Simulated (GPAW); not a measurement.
A run of GPAW 26.7.0:

run.py

```python
from ase.dft.bandgap import bandgap
from ase.io import read, write
from ase.units import GPa
from gpaw import GPAW, PW, setup_paths

setup_paths.insert(0, '.')

atoms = read('Pb.cif')

calc = GPAW(mode=PW(450),
            xc='AM05',
            kpts={'size': (7, 9, 7), 'gamma': True},
            occupations={'name': 'fermi-dirac', 'width': 0.05},
            nbands=14,
            convergence={'density': 1e-05, 'energy': 1e-05},
            maxiter=80,
            txt='gpaw.txt')
atoms.calc = calc
energy = atoms.get_potential_energy()
forces = atoms.get_forces()
stress = atoms.get_stress()
calc.write('gs.gpw')
write('result.traj', atoms)
print(f'Energy: {energy:.6f} eV')
print('Forces (eV/A):')
print(forces.round(4))
print('Stress (GPa):', (stress / GPa).round(3))
print('Fermi level:', round(calc.get_fermi_level(), 4), 'eV')
print(f'Gap: {bandgap(calc)[0]:.4f} eV, direct: {bandgap(calc, direct=True)[0]:.4f} eV')
```

Pb.cif

```cif
data_Pb
_cell_length_a 3.47629842
_cell_length_b 3.47767050
_cell_length_c 3.49495978
_cell_angle_alpha 60.26489840
_cell_angle_beta 89.51170070
_cell_angle_gamma 60.46174169
_space_group_name_H-M_alt 'P-1'
_space_group_name_Hall '-P 1'
_space_group_IT_number 2
loop_
_space_group_symop_operation_xyz
'x,y,z'
'-x,-y,-z'
loop_
_atom_site_label
_atom_site_type_symbol
_atom_site_symmetry_multiplicity
_atom_site_Wyckoff_symbol
_atom_site_fract_x
_atom_site_fract_y
_atom_site_fract_z
_atom_site_occupancy
Pb1 Pb 1 b 0.0000000000 0.0000000000 0.5000000000 1
```

Potentials or basis: PAW data sets generated in the run's folder for this functional, pw.

The run is started by

```bash
$ gpaw-setup -f AM05 Pb
$ OMP_NUM_THREADS=1 python run.py
```

Hardware: 1 thread of AMD EPYC 7R43 64-Core Processor (Zen 3), with other jobs on the host.

How long does it take, and how much memory?

Wall time 45 s on 1 thread of AMD EPYC 7R43 64-Core Processor (Zen 3), with other jobs on the host, peak memory 0.18 GiB. Counts: scf iterations 8, plane waves 669, bands 14, k points 221.
